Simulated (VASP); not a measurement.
Computed with PBEsol GGA, VASP's PBE PAW potentials (set 64) (plane waves; VASP).

The input files of a VASP run:

KPOINTS:
```
Automatic mesh
0
Gamma
6 6 6
0 0 0
```

**INCAR**
```
LASPH=.TRUE.   # aspherical one-centre terms
IBRION=2   # conjugate gradients
EDIFFG=-0.02   # ionic stop
PSTRESS=50   # kbar
LREAL=.FALSE.
EDIFF=1E-6   # SCF stop (eV)
LWAVE=.FALSE.
SIGMA=0.05
NELM=100
ENCUT=620   # plane-wave cut-off (eV)
LMAXMIX=4
NSW=40   # most ionic steps
ISIF=3   # ions, shape and volume
PREC=Accurate
ALGO=Normal   # blocked Davidson
ISMEAR=0   # Gaussian
GGA=PS
SYSTEM=BaF2
LCHARG=.FALSE.
```

POSCAR:
```
BaF2
1.0
  0.0000000000   3.0166154082   3.0166154082
  3.0166154082   0.0000000000   3.0166154082
  3.0166154082   3.0166154082   0.0000000000
Ba F
1 2
Direct
  0.0000000000   0.0000000000   0.0000000000
  0.2500000000   0.2500000000   0.2500000000
  0.7500000000   0.7500000000   0.7500000000
```

POTCAR, in this order: Ba_sv F (PBE.64 set). Program: vasp_std.

Output of the run:

File OSZICAR:
```
       N       E                     dE             d eps       ncg     rms          rms(c)
DAV:   1     0.173374235564E+03    0.17337E+03   -0.14712E+04   512   0.163E+03
DAV:   2    -0.121590834930E+02   -0.18553E+03   -0.18169E+03   664   0.308E+02
DAV:   3    -0.189492993714E+02   -0.67902E+01   -0.67811E+01   704   0.694E+01
DAV:   4    -0.190651201644E+02   -0.11582E+00   -0.11581E+00   600   0.817E+00
DAV:   5    -0.190703401070E+02   -0.52199E-02   -0.52199E-02   776   0.111E+00    0.866E+00
DAV:   6    -0.175803119123E+02    0.14900E+01   -0.78936E+00   512   0.237E+01    0.499E+00
DAV:   7    -0.175654680873E+02    0.14844E-01   -0.34056E-01   640   0.524E+00    0.258E+00
DAV:   8    -0.175703591523E+02   -0.48911E-02   -0.50989E-02   584   0.271E+00    0.317E-01
DAV:   9    -0.175763354828E+02   -0.59763E-02   -0.17795E-02   576   0.956E-01    0.150E-01
DAV:  10    -0.175788936509E+02   -0.25582E-02   -0.49900E-03   520   0.475E-01    0.480E-02
DAV:  11    -0.175789189212E+02   -0.25270E-04   -0.27863E-04   688   0.137E-01    0.243E-02
DAV:  12    -0.175789332476E+02   -0.14326E-04   -0.84772E-05   512   0.685E-02    0.363E-03
DAV:  13    -0.175789340566E+02   -0.80903E-06   -0.24035E-06   664   0.110E-02
   1 F= -.15865572E+02 E0= -.15865572E+02  d E =-.158656E+02
```

File OUTCAR:
```
------------------------ aborting loop because EDIFF is reached ----------------------------------------
  FORCE on cell =-STRESS in cart. coord.  units (eV):
  Direction    XX          YY          ZZ          XY          YZ          ZX
  --------------------------------------------------------------------------------------
  Total        1.7562670      1.7562670      1.7562670      0.0000000     -0.0000000      0.0000000
  in kB       51.2520574     51.2520574     51.2520574      0.0000000     -0.0000000      0.0000000
  external PRESSURE =       1.2520574 kB  Pullay stress =      50.0000000 kB
  volume of cell :       54.90
      direct lattice vectors                 reciprocal lattice vectors
     0.000000000  3.016615408  3.016615408    -0.165748673  0.165748673  0.165748673
     3.016615408  0.000000000  3.016615408     0.165748673 -0.165748673  0.165748673
     3.016615408  3.016615408  0.000000000     0.165748673  0.165748673 -0.165748673
 POSITION                                       TOTAL-FORCE (eV/Angst)
 -----------------------------------------------------------------------------------
      0.00000      0.00000      0.00000         0.000000      0.000000     -0.000000
      1.50831      1.50831      1.50831        -0.000000     -0.000000      0.000000
      4.52492      4.52492      4.52492         0.000000      0.000000      0.000000
 -----------------------------------------------------------------------------------
    total drift:                                0.000000      0.000000      0.000000
  FREE ENERGIE OF THE ION-ELECTRON SYSTEM (eV)
  ---------------------------------------------------
  free  energy   TOTEN  =       -17.5789340566 eV

  energy  without entropy=      -17.5789340566  energy(sigma->0) =      -17.57893406
  enthalpy is  TOTEN    =       -15.8655715754 eV   P V=        1.7133624812

 reached required accuracy - stopping structural energy minimisation
```
(Selected blocks of OUTCAR.)

The compound is BaF2 in the fluorite structure. It was relaxed first under an external pressure of 5 GPa.
